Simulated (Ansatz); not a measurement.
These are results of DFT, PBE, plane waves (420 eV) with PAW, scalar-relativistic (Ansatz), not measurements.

An element in the hcp structure gives this curve. The cell is scaled uniformly from the relaxed one, with fractional coordinates and shape fixed. Energies are extrapolated to zero smearing, pressures are those at the given smearing. Magnetic state: spin not included.

| V (Å³/atom) | E − E₀ (meV/atom) | P (GPa) |
| --- | --- | --- |
| 16.796 | 52.7 | 8.35 |
| 17.560 | 21.4 | 4.90 |
| 18.323 | 4.9 | 2.18 |
| 19.087 | 0.0 | 0.04 |
| 19.850 | 4.2 | -1.63 |
| 20.613 | 15.4 | -2.94 |
| 21.377 | 32.2 | -3.98 |

(1) Which element is it?
A. gold
B. lithium
C. gallium
D. silver

## Answers

(1) C. Its fit is V₀ = 19.09 Å³/atom, B₀ = 47 GPa, B₀′ = 5.1.
